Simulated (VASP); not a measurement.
## Ca: density of states with SCAN0+rVV10

The system is Ca.

```xyz
1
Lattice="0.0000 2.7564 2.7564 2.7564 0.0000 2.7564 2.7564 2.7564 0.0000" Properties=species:S:1:pos:R:3 pbc="T T T"
Ca    0.0000    0.0000    0.0000
```

The cell isn't the ideal one: volume scaled by 0.96.

```yaml
Program: VASP 6.6.1
Task: density of states
Functional: SCAN0
Dispersion: rVV10
Potentials_or_basis: VASP PAW PBE potentials, release 64 (Ca_sv)
Cutoff: 520 eV
k_mesh: 4 × 4 × 4
Occupations: tetrahedron
Spin: no spin polarisation
Grid_for_exact_exchange_PRECFOCK: Normal
Exchange_at_q_=_0: default
Further_INCAR_settings: ALGO = Normal; EDIFF = 1e-06; NBANDS = 11
```

The pressure is 0.0 GPa and the band gap on the k mesh is none (metal or under the smearing width). The valence electrons inside the program's atomic spheres are Ca 8.04.

Levels at points of the mesh, in eV from the Fermi level:
| k point | band 3 | band 4 | band 5 | band 6 | band 7 | band 8 |
| --- | --- | --- | --- | --- | --- | --- |
| (0.00, 0.00, 0.00) | -26.00 | -26.00 | -5.42 | 3.89 | 3.89 | 3.89 |
| (0.50, 0.00, 0.00) | -26.02 | -26.02 | -1.31 | -0.08 | 3.68 | 3.68 |
| (0.50, 0.50, 0.00) | -26.06 | -26.06 | -0.74 | 1.30 | 1.68 | 6.00 |

States per cell in windows of 1 eV (zero at the Fermi level; states under -8 eV left out):
| from (eV) | total | Ca1_d | Ca1_s | Ca1_p |
| --- | --- | --- | --- | --- |
| -8.0 | 0.00 | 0.00 | 0.00 | 0.00 |
| -7.0 | 0.00 | 0.00 | 0.00 | 0.00 |
| -6.0 | 0.00 | 0.00 | 0.00 | 0.00 |
| -5.0 | 0.13 | 0.00 | 0.01 | 0.00 |
| -4.0 | 0.26 | 0.01 | 0.02 | 0.01 |
| -3.0 | 0.40 | 0.02 | 0.02 | 0.01 |
| -2.0 | 0.92 | 0.07 | 0.04 | 0.03 |
| -1.0 | 0.28 | 0.03 | 0.01 | 0.01 |
| 0.0 | 0.15 | 0.03 | 0.00 | 0.01 |
| 1.0 | 1.62 | 0.37 | 0.01 | 0.06 |
| 2.0 | 1.56 | 0.56 | 0.00 | 0.02 |
| 3.0 | 0.85 | 0.42 | 0.00 | 0.00 |
| 4.0 | 1.90 | 1.06 | 0.01 | 0.01 |
| 5.0 | 2.39 | 1.59 | 0.01 | 0.02 |
| 6.0 | 1.93 | 1.31 | 0.03 | 0.03 |
| 7.0 | 0.94 | 0.42 | 0.07 | 0.02 |

Wall time 5.2 min on 1 thread of Intel(R) Xeon(R) Platinum 8488C (Sapphire Rapids), on a shared host, peak memory 0.28 GiB.

Caveat: the k mesh is coarse (spacing up to 0.49 Å⁻¹), so the values aren't converged, least of all with exact exchange; the PAW data sets were made with another functional, which shifts forces and pressure a little.
